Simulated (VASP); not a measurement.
ZrSe2:

```xyz
3
Lattice="3.7980 0.0000 0.0000 -1.8990 3.2892 0.0000 0.0000 0.0000 6.1920" Properties=species:S:1:pos:R:3 pbc="T T T"
Zr    0.0000    0.0000    0.0000
Se    0.0000    2.1928    1.5480
Se    1.8990    1.0964    4.6440
```

* Program: VASP 6.6.1
* Task: relaxation of cell and atoms
* Functional: PBE
* Dispersion: D3(BJ)
* Potentials or basis: VASP PAW PBE potentials, release 64 (Zr_sv, Se)
* Cutoff: 600 eV
* k mesh: 9 × 9 × 5
* Occupations: gaussian, width 0.03 eV
* Spin: no spin polarisation

At the start: pressure -0.4 GPa; volume 25.78 Å³/atom.

**Question.** How do energy, volume and symmetry change on relaxing?

**Answer.** Over 15 steps the energy falls by 11.2 meV/atom and the volume is 24.35 Å³/atom (-5.6 %); space group P-3m1 (No. 164, to 0.05 Å).

The path:
| step | energy change (eV) | largest force (eV/Å) | pressure (GPa) | volume (Å³) |
| --- | --- | --- | --- | --- |
| 1 | 0.0000 | 0.3158 | -0.45 | 77.35 |
| 2 | -0.0147 | 0.2208 | -0.25 | 76.54 |
| 3 | -0.0201 | 0.1203 | -0.05 | 75.74 |
| 4 | -0.0234 | 0.0781 | -0.26 | 75.51 |
| 5 | -0.0293 | 0.0461 | -0.82 | 74.83 |
| 6 | -0.0299 | 0.1058 | -1.05 | 74.51 |
| 7 | -0.0311 | 0.0914 | -0.91 | 74.25 |
| 8 | -0.0332 | 0.0493 | -0.45 | 73.48 |
| 9 | -0.0312 | 0.0363 | 0.54 | 71.94 |
| 10 | -0.0335 | 0.0243 | -0.19 | 73.08 |
| 11 | -0.0335 | 0.0227 | -0.19 | 73.05 |
| 12 | -0.0334 | 0.0115 | -0.05 | 72.85 |
| 13 | -0.0335 | 0.0212 | -0.15 | 73.02 |
| 14 | -0.0335 | 0.0160 | -0.12 | 73.02 |
| 15 | -0.0337 | 0.0013 | -0.02 | 73.04 |

Final structure:
```
CELL_PARAMETERS angstrom
3.74035 0.00000 0.00000
-1.87018 3.23924 0.00000
0.00000 0.00000 6.02807
ATOMIC_POSITIONS crystal
Zr 0.00000 0.00000 0.00000
Se 0.33333 0.66667 0.26500
Se 0.66667 0.33333 0.73500
```
